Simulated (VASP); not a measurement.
# P (R-3m) in VASP: a series of runs

The runs below take P through relaxation of cell and atoms, with LDA.

Everything below comes from runs of VASP 6.6.1. Logs are shortened: lines on timing, memory, paths and dates and some standing lists are left out, and cuts for length are marked.

## (1) The crystal as given

It takes space group R-3m (No. 166, trigonal). Conventional cell: a = 3.398 Å, b = 3.398 Å, c = 8.352 Å, α = 90.00°, β = 90.00°, γ = 120.00°. Around P (site symmetry 3m) lie 6 P at 2.31 to 2.51 Å.

This isn't the form of P at room conditions, which is orthorhombic.

## (2) Relaxation of cell and atoms, LDA, target pressure 0.0001 GPa, at which the enthalpy is minimised

Contents of INCAR:

```
SYSTEM = P
  PREC = Accurate
  ENCUT = 520
  EDIFF = 1E-7
  ISMEAR = 0
  SIGMA = 0.1
  LREAL = .FALSE.
  LASPH = .TRUE.
  NELM = 80
  ALGO = Normal
  ISIF = 3
  LWAVE = .FALSE.
  LCHARG = .FALSE.
  GGA = CA
  IBRION = 2
  NSW = 80
  EDIFFG = -0.002
  PSTRESS = 0.001
```

Contents of KPOINTS:

```
Automatic mesh
0
G
  15 15 15
  0 0 0
```

Contents of POSCAR:

```
P                                       
1.0
    1.6991719113      0.9810173653      2.7839873355
   -1.6991719113      0.9810173653      2.7839873355
    0.0000000000     -1.9620347097      2.7839873317
  P             
     2
Direct
     0.2398957075353323    0.2398957075353323    0.2398957075327246
     0.7601042924646677    0.7601042924646677    0.7601042924672754
```

Potentials or basis: VASP PAW LDA potentials, release 64 (P).

Run with:

```bash
> cat potpaw_LDA.64/P/POTCAR > POTCAR
> mpirun -np 1 vasp_std > vasp.out
```

OUTCAR:

```text
SYSTEM = P
   PREC = Accurate
   ENCUT = 520
   EDIFF = 1E-7
   ISMEAR = 0
   LREAL = .FALSE.
   LASPH = .TRUE.
   NELM = 80
   ISIF = 3
   GGA = CA
   IBRION = 2
   NSW = 80
   EDIFFG = -0.002
   PSTRESS = 0.001

 ion  position               nearest neighbor table
   1  0.240  0.240  0.240-   2 2.31   2 2.31   2 2.31   2 2.51   2 2.51   2 2.51
   2  0.760  0.760  0.760-   1 2.31   1 2.31   1 2.31   1 2.51   1 2.51   1 2.51

  LATTYP: Found a trigonal (rhomboedric) cell.
 ALAT       =     3.4059016045
 COS(alpha) =     0.5022165632

  Lattice vectors:

 A1 = (   1.6991719113,   0.9810173653,   2.7839873355)
 A2 = (  -1.6991719113,   0.9810173653,   2.7839873355)
 A3 = (   0.0000000000,  -1.9620347097,   2.7839873317)

Analysis of symmetry for initial positions (statically):
=====================================================================
 Subroutine PRICEL returns:
 Original cell was already a primitive cell.

 Routine SETGRP: Setting up the symmetry group for a
 trigonal (rhombohedral) supercell.

 Subroutine GETGRP returns: Found 12 space group operations
 (whereof 12 operations were pure point group operations)
 out of a pool of 12 trial point group operations.

The static configuration has the point symmetry D_3d.

Analysis of symmetry for dynamics (positions and initial velocities):
=====================================================================
 Subroutine PRICEL returns:
 Original cell was already a primitive cell.

 Routine SETGRP: Setting up the symmetry group for a
 trigonal (rhombohedral) supercell.

 Subroutine GETGRP returns: Found 12 space group operations
 (whereof 12 operations were pure point group operations)
 out of a pool of 12 trial point group operations.

The dynamic configuration has the point symmetry D_3d.

 Subroutine INISYM returns: Found 12 space group operations
 (whereof 12 operations are pure point group operations),
 and found     1 'primitive' translations

----------------------------------------------------------------------------------------

                                     Primitive cell

  volume of cell :      27.8441

  direct lattice vectors                    reciprocal lattice vectors
     1.699171911  0.981017365  2.783987335     0.294260985  0.169891659  0.119732345
    -1.699171911  0.981017365  2.783987335    -0.294260985  0.169891659  0.119732345
     0.000000000 -1.962034710  2.783987332     0.000000000 -0.339783318  0.119732346

  length of vectors
     3.405901604  3.405901604  3.405901594     0.360261762  0.360261762  0.360261764

  position of ions in fractional coordinates (direct lattice)
     0.239895708  0.239895708  0.239895708
     0.760104292  0.760104292  0.760104292

  ion indices of the primitive-cell ions
   primitive index   ion index
                 1           1
                 2           2

----------------------------------------------------------------------------------------

 KPOINTS: Automatic mesh

Automatic generation of k-mesh.
 Grid dimensions read from file:
 generate k-points for:   15   15   15

 Generating k-lattice:

  Cartesian coordinates                     Fractional coordinates (reciprocal lattice)
     0.019617399  0.011326111  0.007982156     0.066666667  0.000000000  0.000000000
    -0.019617399  0.011326111  0.007982156     0.000000000  0.066666667  0.000000000
     0.000000000 -0.022652221  0.007982156     0.000000000  0.000000000  0.066666667

  Length of vectors
     0.024017451  0.024017451  0.024017451

  Shift w.r.t. Gamma in fractional coordinates (k-lattice)
     0.000000000  0.000000000  0.000000000

 Subroutine IBZKPT returns following result:
 ===========================================

 Found    344 irreducible k-points:

 Following reciprocal coordinates:
            Coordinates               Weight
  0.000000  0.000000  0.000000      1.000000
  0.066667  0.000000  0.000000      6.000000
  0.133333 -0.000000  0.000000      6.000000
  0.200000 -0.000000  0.000000      6.000000
  0.266667 -0.000000  0.000000      6.000000
  0.333333  0.000000  0.000000      6.000000
[... 16 lines left out ...]
  0.133333  0.133333  0.000000      6.000000
  0.200000  0.133333  0.000000     12.000000
 [... further k-points ...]
   k-points           NKPTS =    344   k-points in BZ     NKDIM =    344   number of bands    NBANDS=      9
   number of dos      NEDOS =    301   number of ions     NIONS =      2
   total plane-waves  NPLWV =  21952
   dimension x,y,z NGX =    28 NGY =   28 NGZ =   28
   dimension x,y,z NGXF=    56 NGYF=   56 NGZF=   56
   ions per type =               2
   NGX,Y,Z   is equivalent  to a cutoff of  13.67, 13.67, 13.67 a.u.
   NGXF,Y,Z  is equivalent  to a cutoff of  27.33, 27.33, 27.33 a.u.
 SYSTEM =  P
   PREC   = accura    normal or accurate (medium, high low for compatibility)
   ISTART =      0    job   : 0-new  1-cont  2-samecut
   ICHARG =      2    charge: 1-file 2-atom 10-const
   ISPIN  =      1    spin polarized calculation?
   LNONCOLLINEAR =      F non collinear calculations
   LSORBIT =      F    spin-orbit coupling
   LASPH  =      T    aspherical Exc in radial PAW
   ENCUT  =  520.0 eV  38.22 Ry    6.18 a.u.   6.33  6.33  6.33*2*pi/ulx,y,z
   NELM   =     80;   NELMIN=  2; NELMDL= -5     # of ELM steps
   EDIFF  = 0.1E-06   stopping-criterion for ELM
   LREAL  =      F    real-space projection
   EDIFFG = -.2E-02   stopping-criterion for IOM
   NSW    =     80    number of steps for IOM
   IBRION =      2    ionic relax: 0-MD 1-quasi-New 2-CG
   NFREE  =      1    steps in history (QN), initial steepest desc. (CG)
   ISIF   =      3    stress and relaxation
   ISYM   =      2    0-nonsym 1-usesym 2-fastsym
   POTIM  = 0.5000    time-step for ionic-motion
   TEBEG  =    0.0;   TEEND  =   0.0 temperature during run
   PSTRESS=    0.0 pullay stress
   NELECT =      10.0000    total number of electrons
   NUPDOWN=      -1.0000    fix difference up-down
   EMIN   =  10.00;   EMAX   =-10.00  energy-range for DOS
   EFERMI =   0.00;   METHOD = LEGACY
   ISMEAR =     0;   SIGMA  =   0.10  broadening in eV -4-tet -1-fermi 0-gaus
   EFERMI_NEDOS =   21; number of points for ismear=-14 and -15
   IALGO  =     38    algorithm
   IMIX   =      4    mixing-type and parameters
     AMIX     =   0.40;   BMIX     =  1.00
     AMIX_MAG =   1.60;   BMIX_MAG =  1.00
  volume/ion in A,a.u.               =      13.92        93.95
  Fermi-wavevector in a.u.,A,eV,Ry     =   1.163672  2.199022 18.424098  1.354133
  Thomas-Fermi vector in A             =   2.300219
   LORBIT       =      0    0 simple, 1 ext, 2 COOP (PROOUT), +10 PAW based schemes
   GGA     = CA    functional components
   LHFCALC =     F    Hartree Fock is set to
   AEXX    =    0.0000 exact exchange contribution
   IVDW    =     0    specifies the selected vdW correction
   LEPSILON=     F    determine dielectric tensor
   LRPA    =     F    only Hartree local field effects (RPA)
 conjugate gradient relaxation of ions
 non-spin polarized calculation
 Gauss-broadening in eV      SIGMA  =   0.10
  energy-cutoff  :      520.00
  volume of cell :       27.84
 maximum number of plane-waves:       763
 NGX is ok and might be reduce to    28
   NGX = 13   NGY = 13   NGZ = 13

--------------------------------------- Ionic step        1  -------------------------------------------

 number of electron      10.0000001 magnetization

 Free energy of the ion-electron system (eV)
  ---------------------------------------------------
  ext. energy  EPLUGINS =         0.00000000
  ---------------------------------------------------
  free energy    TOTEN  =       -12.11857652 eV

  energy without entropy =      -12.11647136  energy(sigma->0) =      -12.11752394

------------------------ aborting loop because EDIFF is reached ----------------------------------------

  FORCE on cell =-STRESS in cart. coord.  units (eV):
  Direction    XX          YY          ZZ          XY          YZ          ZX
  --------------------------------------------------------------------------------------
  -------------------------------------------------------------------------------------
  Total        0.5217683      0.5217683      0.5204826      0.0000000      0.0000000      0.0000000
  in kB       30.0231148     30.0231147     29.9491359      0.0000000      0.0000001      0.0000000
  external PRESSURE =      29.9974552 kB  Pullay stress =       0.0010000 kB
[... 97 lines left out ...]
  energy  without entropy=      -12.1228839729  energy(sigma->0) =      -12.12387271

  enthalpy is  TOTEN    =       -12.1248436416 eV   P V=        0.0000178026

 E-fermi :  10.0030     XC(G=0): -11.3623

 val. band max:        9.9973001541   @ k =   0.3333   0.2667   0.2667
 cond. band min:      10.0102414570   @ k =   0.1333   0.1333   0.0000
 fundamental gap:      0.0129413029
 Fermi energy:        10.0029938719

 k-point     1 :       0.0000    0.0000    0.0000
  band No.  band energies     occupation
      1      -6.9796      2.00000
      2       7.2131      2.00000
      3       7.2131      2.00000
      4       7.5180      2.00000
      5       7.9245      2.00000
      6      12.3976      0.00000
      7      13.3662      0.00000
      8      13.3662      0.00000
      9      15.4703      0.00000
[... 265 lines left out ...]
 k-point    24 :       0.2000    0.1333    0.0000
  band No.  band energies     occupation
      1      -6.3093      2.00000
      2       4.1443      2.00000
      3       6.1502      2.00000
      4       6.4092      2.00000
      5       9.4030      2.00000
      6      11.7964      0.00000
      7      12.3776      0.00000
      8      14.3666      0.00000
      9      14.8435      0.00000

 [... further k-points ...]

[... ionic steps 4 to 18 ...]

--------------------------------------- Ionic step       19  -------------------------------------------

 number of electron       9.9999999 magnetization

------------------------ aborting loop because EDIFF is reached ----------------------------------------
[... 71 lines left out ...]
--------------------------------------- Ionic step       21  -------------------------------------------

 number of electron       9.9999999 magnetization

 Free energy of the ion-electron system (eV)
  ---------------------------------------------------
  ext. energy  EPLUGINS =         0.00000000
  ---------------------------------------------------
  free energy    TOTEN  =       -12.14030217 eV

  energy without entropy =      -12.13837298  energy(sigma->0) =      -12.13933757

 E-fermi :   9.8090     XC(G=0): -11.2764

 val. band max:        9.8028392510   @ k =   0.4667   0.0667   0.0667
 cond. band min:       9.8145658760   @ k =   0.4667   0.3333   0.3333
 fundamental gap:      0.0117266250
 Fermi energy:         9.8090041858

 k-point     1 :       0.0000    0.0000    0.0000
  band No.  band energies     occupation
      1      -7.0786      2.00000
      2       7.0322      2.00000
      3       7.0635      2.00000
      4       7.0635      2.00000
      5       7.3906      2.00000
      6      11.9898      0.00000
      7      13.0763      0.00000
      8      13.0763      0.00000
      9      15.2754      0.00000
[... 265 lines left out ...]
 k-point    24 :       0.2000    0.1333    0.0000
  band No.  band energies     occupation
      1      -6.4193      2.00000
      2       3.8794      2.00000
      3       5.8052      2.00000
      4       6.2075      2.00000
      5       9.1136      2.00000
      6      11.3893      0.00000
      7      12.1757      0.00000
      8      14.0038      0.00000
      9      14.5290      0.00000

 [... further k-points ...]

------------------------ aborting loop because EDIFF is reached ----------------------------------------

  FORCE on cell =-STRESS in cart. coord.  units (eV):
  Direction    XX          YY          ZZ          XY          YZ          ZX
  --------------------------------------------------------------------------------------
  -------------------------------------------------------------------------------------
  Total       -0.0006079     -0.0006079      0.0020967     -0.0000000      0.0000000      0.0000000
  in kB       -0.0327748     -0.0327748      0.1130392     -0.0000000      0.0000000      0.0000000
  external PRESSURE =       0.0148299 kB  Pullay stress =       0.0010000 kB
[... 21 lines left out ...]
  energy  without entropy=      -12.1383729760  energy(sigma->0) =      -12.13933757

  enthalpy is  TOTEN    =       -12.1402836175 eV   P V=        0.0000185484

 reached required accuracy - stopping structural energy minimisation
```

Wall time 5.4 min (1 thread of Intel Xeon 6975P-C (Granite Rapids), shared host); peak memory 0.21 GiB.

Results:

| Property | Result |
| --- | --- |
| Free energy | -12.1403 eV |
| Relaxed volume | 14.86 Å³/atom |
| Relaxed cell | a = 3.530 Å, b = 3.530 Å, c = 3.530 Å, α = 58.04°, β = 58.04°, γ = 58.04° |
| Space group after relaxing (to 0.05 Å) | R-3m (No. 166) |
| Energy change on relaxing (the enthalpy is what falls) | -10.9 meV/atom |
| Ionic steps | 21 |
| Pressure after relaxing | 0.0 GPa |
| Band gap on the k mesh | none (metal or under the smearing width) |

The path:
```
step  energy change (eV)  largest force (eV/Å)  pressure (GPa)  volume (Å³)
   1              0.0000                0.0003            3.00        27.84
   2             -0.0043                0.1623           -1.57        28.91
   3             -0.0063                0.1034           -0.01        28.52
   4             -0.0072                0.0875            0.01        28.58
   5             -0.0101                0.0811            0.42        28.75
   6             -0.0162                0.0543            1.23        29.09
   7             -0.0159                0.1708            1.56        29.25
   8             -0.0164                0.0963            1.37        29.15
   9             -0.0167                0.1023            1.32        29.19
  10             -0.0175                0.1240            1.17        29.32
  11             -0.0180                0.1822            0.85        29.57
  12             -0.0187                0.1587            0.66        29.61
  13             -0.0204                0.0882            0.08        29.74
  14             -0.0206                0.0522           -1.08        29.99
  15             -0.0210                0.0088           -0.57        29.88
  16             -0.0213                0.0064           -0.43        29.84
  17             -0.0217                0.0001            0.02        29.71
  18             -0.0217                0.0003            0.03        29.71
  19             -0.0217                0.0012            0.01        29.71
  20             -0.0217                0.0021            0.00        29.72
  21             -0.0217                0.0016            0.00        29.72
```

Final structure:
```cif
data_structure
_symmetry_space_group_name_H-M 'P 1'
_symmetry_Int_Tables_number 1
_cell_length_a 3.5305
_cell_length_b 3.5305
_cell_length_c 3.5305
_cell_angle_alpha 58.041
_cell_angle_beta 58.041
_cell_angle_gamma 58.041
_cell_volume 29.72
loop_
_atom_site_label
_atom_site_type_symbol
_atom_site_fract_x
_atom_site_fract_y
_atom_site_fract_z
_atom_site_occupancy
P1 P 0.23322 0.23322 0.23322 1
P2 P 0.76678 0.76678 0.76678 1
```

Caveat: the cell is relaxed towards a set pressure, so the enthalpy falls and the energy may rise.

## (3) Relaxation of cell and atoms, LDA, target pressure 0.0001 GPa, at which the enthalpy is minimised

This run uses another cell than the first one, of 14.86 Å³/atom, 1.067 times its volume.

INCAR is that of step 2.

KPOINTS is that of step 2.

Contents of POSCAR:

```
P                                       
1.0
    1.7127037299      0.9888299648      2.9245692239
   -1.7127037299      0.9888299648      2.9245692239
   -0.0000000000     -1.9776599074      2.9245692195
  P             
     2
Direct
     0.2332220668327084    0.2332220668327084    0.2332220668300007
     0.7667779331672915    0.7667779331672915    0.7667779331699991
```

Potentials or basis: VASP PAW LDA potentials, release 64 (P).

Run with:

```bash
> cat potpaw_LDA.64/P/POTCAR > POTCAR
> mpirun -np 1 vasp_std > vasp.out
```

Wall time 37 s (1 thread of Intel Xeon 6975P-C (Granite Rapids), shared host); peak memory 0.19 GiB.

It converged, with:

| Item | Value |
| --- | --- |
| Free energy | -12.1409 eV |
| Energy change on relaxing (the enthalpy is what falls) | -0.0 meV/atom |
| Ionic steps | 2 |
| Pressure after relaxing | 0.0 GPa |
| Band gap on the k mesh | none (metal or under the smearing width) |

Final structure:
```yaml
crystal:
  lattice:
    - [1.71270, 0.98883, 2.92474]
    - [-1.71270, 0.98883, 2.92474]
    - [0.00000, -1.97766, 2.92474]
  atoms:
    - { symbol: P, position: [0.23321, 0.23321, 0.23321] }
    - { symbol: P, position: [0.76679, 0.76679, 0.76679] }
```

Levels at points of the mesh, in eV from the Fermi level:
| k point | band 3 | band 4 | band 5 | band 6 | band 7 | band 8 |
| --- | --- | --- | --- | --- | --- | --- |
| (0.00, 0.00, 0.00) | -2.75 | -2.75 | -2.42 | 2.18 | 3.27 | 3.27 |

Caveat: the cell is relaxed towards a set pressure, so the enthalpy falls and the energy may rise.

[end of part 1 of 2]
